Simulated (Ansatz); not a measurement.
# Vibrational response of ZrS₂

All numbers below come from DFT PBE+D3(BJ), scalar-relativistic, plane waves, PAW in Ansatz. Plane waves to 420 eV; Γ-centred k mesh 12×12×6; fixed occupations. No spin polarisation. Phonons by linear response, acoustic sum rule imposed.

Equilibrium structure at this level:
```
Zr S
1.0
     3.63461    0.00000    0.00000
    -1.81730    3.14766    0.00000
     0.00000    0.00000    5.72021
Zr S
1 2
Direct
  0.00000 0.00000 0.00000
  0.33333 0.66667 0.25533
  0.66667 0.33333 0.74467
```

Optical modes at Γ (transverse, no macroscopic field); i marks an imaginary frequency:
| frequency (cm⁻¹) | degeneracy | IR intensity of the level ((D/Å)²/amu) |
| --- | --- | --- |
| 158 | 2 | 59.02 |
| 250 | 2 | 0.00 |
| 321 | 1 | 0.00 |
| 323 | 1 | 2.70 |

All 6 optical modes at Γ are real: no displacement of atoms at fixed cell lowers the energy to second order. Strains and modes at other wave vectors aren't tested by this run.

```
Electronic dielectric constant ε∞ (principal values) : 6.52, 11.88, 11.88
Static dielectric constant ε0 (principal values)     : 7.4, 50.6, 50.6
Refractive index √ε∞, mean                           : 3.18
Kohn–Sham gap on the mesh                            : 0.66 eV
Cost                                                 : 3.5 min on 1 thread of Intel(R) Xeon(R) Platinum 8488C (Sapphire Rapids), on a shared host, peak memory 1.4 GiB
```

Born effective charges (e):
| atom | Z*xx | Z*yy | Z*zz | mean |
| --- | --- | --- | --- | --- |
| Zr (atom 1) | 6.94 | 6.94 | 2.10 | 5.33 |
| S (atom 2) | -3.47 | -3.47 | -1.05 | -2.66 |